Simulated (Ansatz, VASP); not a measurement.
Pd in VASP and in Ansatz

```
Pd
1.0
     2.76256    0.00000    0.00000
    -1.38128    2.39245    0.00000
     0.00000    0.00000    9.11839
Pd
4
Direct
  0.00000 0.00000 0.00000
  0.33333 0.66667 0.25000
  0.00000 0.00000 0.50000
  0.66667 0.33333 0.75000
```

This isn't the form of Pd at room conditions, which is fcc.

Alike in both runs: task single point; functional PBE; dispersion D3(BJ); k mesh 9 × 9 × 2; occupations gaussian, width 0.1 eV; collinear spin.

|  | VASP | Ansatz |
| --- | --- | --- |
| version | VASP 6.6.1 | Ansatz 0.2.0 |
| potentials or method | VASP PAW PBE potentials, release 64 (Pd) | scalar-relativistic, plane waves, PAW |
| plane-wave cutoff (eV) | 520 | 420 |
| valence electrons in the cell | 40 | 72 |

```csv
,VASP,Ansatz,Ansatz less VASP
gap on the k mesh at the Fermi level (eV),none,none,-
pressure (GPa),-3.9,-3.5,+0.32
largest component of the traceless stress (GPa),0.17,0.16,-0.007
net moment per atom (μB),0.42,0.42,0.000
size of the moment on the site where the two differ most (μB),0.42,0.43,+0.010
```

Site moments also hang on the region over which each program counts them. A gap of «none» marks a metal or a gap that the smearing closes. The two sets of potentials don't hold the same shells in valence.

Caveats: pairwise dispersion overbinds metals, which lowers pressure and volume.
